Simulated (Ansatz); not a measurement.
# Na: stress in a strained cell

Na is deformed so: equal xy, yz and zx engineering shear strains of -2 %. What stress and forces result, by LAPW, PAW and all-electron datasets made for the crystal?

Program: Ansatz 0.2.0. Level of theory: DFT PBE, scalar-relativistic. These are calculated values, not measurements.

### Step 1. The starting structure

The structure is hexagonal, space group P6_3/mmc (No. 194). The conventional cell has a = 3.767 Å, b = 3.767 Å, c = 6.154 Å, α = 90.00°, β = 90.00°, γ = 120.00°. Na (site symmetry -6m2) has 12 Na at 3.77 Å in its first shell of neighbours.

Structure file:

```cif
data_structure
_symmetry_space_group_name_H-M 'P6_3/mmc'
_symmetry_Int_Tables_number 194
_cell_length_a 3.7670
_cell_length_b 3.7670
_cell_length_c 6.1540
_cell_angle_alpha 90.000
_cell_angle_beta 90.000
_cell_angle_gamma 120.000
_cell_volume 75.63
loop_
_atom_site_label
_atom_site_type_symbol
_atom_site_symmetry_multiplicity
_atom_site_Wyckoff_symbol
_atom_site_fract_x
_atom_site_fract_y
_atom_site_fract_z
_atom_site_occupancy
Na1 Na 2 c 0.33333 0.66667 0.25000 1
```

The file gives the conventional cell by its symmetry; the runs use the cell typed in the input.

Atoms are numbered in the order of the input: Na1, Na2.

### Step 2. After the deformation

Space group P6_3/mmc before, P-1 after.

### Step 3. LAPW, all electrons

input.yaml

```yaml
crystal:
  lattice:
    - [3.7670009976, -0.03767001, -0.03767001]
    - [-1.9161236844, 3.281153565, -0.0137881806]
    - [-0.06154, -0.06154, 6.154]
  atoms:
    - { symbol: Na, position: [0.3333333333, 0.6666666667, 0.25] }
    - { symbol: Na, position: [0.6666666667, 0.3333333333, 0.75] }
kpoints:
  mp_grid: { grid: [11, 11, 6] }
scf:
  occupations: { method: fermi_dirac, width: 0.05 }
hamiltonian:
  xc: pbe
  pseudopotentials: { kind: all_electron, lapw: { basis_error: 0.0005 } }
output:
  forces: true
  stress: true
  eigenvalues: true
```

Run with:

```console
> ansatz run input.yaml --threads 1 --pin off --max-ram 2048MiB --backend cpu --events-out ev --progress --plain --runs-dir out
```

### Step 4. Frozen-core PAW

Changes to input.yaml since step 3:

```diff
@@ -14,3 +14,3 @@
   xc: pbe
-  pseudopotentials: { kind: all_electron, lapw: { basis_error: 0.0005 } }
+  pseudopotentials: { kind: paw }
 output:
@@ -19 +19,2 @@
   eigenvalues: true
+  efg: { contact_densities: true }
```

### Step 5. All-electron PAW on datasets made for the crystal

Changes to input.yaml since step 4:

```diff
@@ -14,3 +14,3 @@
   xc: pbe
-  pseudopotentials: { kind: paw }
+  pseudopotentials: { kind: all_electron, datasets: crystal }
 output:
```

(Steps that only read results are left out.)

Q: Predict the outcome of this session. Wanted: pressure; largest shear or deviatoric stress.

**Answer**, as computed:

```
                                 quantity                                              value
                                 pressure  LAPW -0.13, PAW -0.14, crystal datasets -0.13 GPa
largest shear or deviatoric stress (LAPW)                                           0.17 GPa
```

**Reading.** The largest part of the stress beyond the pressure is 0.17 GPa in size, in the zz component; the atoms are carried along and not relaxed. No run of the undeformed cell stands beside it, so pressure and stress hold what the given cell had before the change, as far as its symmetry allows. PAW: stress within 0.02 GPa of LAPW. Crystal datasets: stress within 0.01 GPa of LAPW.
